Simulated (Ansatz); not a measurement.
Reaction (cleavage of the Si–Si bond): `F[SiH2][SiH](F)F` + `CC(=O)O` → `CC(=O)O[SiH](F)F` + `F[SiH3]`

Program: Ansatz. Geometries: PBE0-D4/def2-TZVP. ΔE: electronic, gas phase. CCSD(T)/CBS adds triple-zeta CCSD(T) − MP2 to the extrapolated MP2 energy (def2 sets, frozen cores). This one scheme is used for every species. Functionals use def2-TZVPP. Each species was taken in one conformer, which may not be the lowest.

| level | ΔE (eV) |
| --- | --- |
| PBE-D4 | -1.02 |
| ωB97X-V | -1.26 |
| ωB97M-V | -1.35 |
| BLYP | -1.14 |
| RPA@PBE/def2-TZVPP | -1.37 |
| MP2/def2-TZVPP | -1.44 |
| CCSD(T)/def2-TZVPP | -1.37 |
| HF/CBS(def2) | -1.53 |

Problem. What does CCSD(T)/CBS give? (Estimate.)

Solution. Ansatz gave: -1.35 eV. The listed levels differ from it by 0.33, 0.09, 0.00, 0.21, -0.02, -0.09, -0.02, -0.18 eV.

Largest T1 diagnostic among the species: 0.015.

Leaving LDA and LC-ωPBE aside and taking each functional with its dispersion term where it has one, the values, not all of them listed here, spread over 0.36 eV, from BHLYP-D4 to PBE-D4. LDA lies −0.10 eV from PBE without D4. From r2SCAN to r2SCAN0 (25 % exact exchange), in def2-TZVPP and without D4, ΔE moves by −0.05 eV.

CCSD(T)/CBS has its own doubt, a few kJ/mol and more with outer-core shells, so smaller differences from it don't rank the levels.
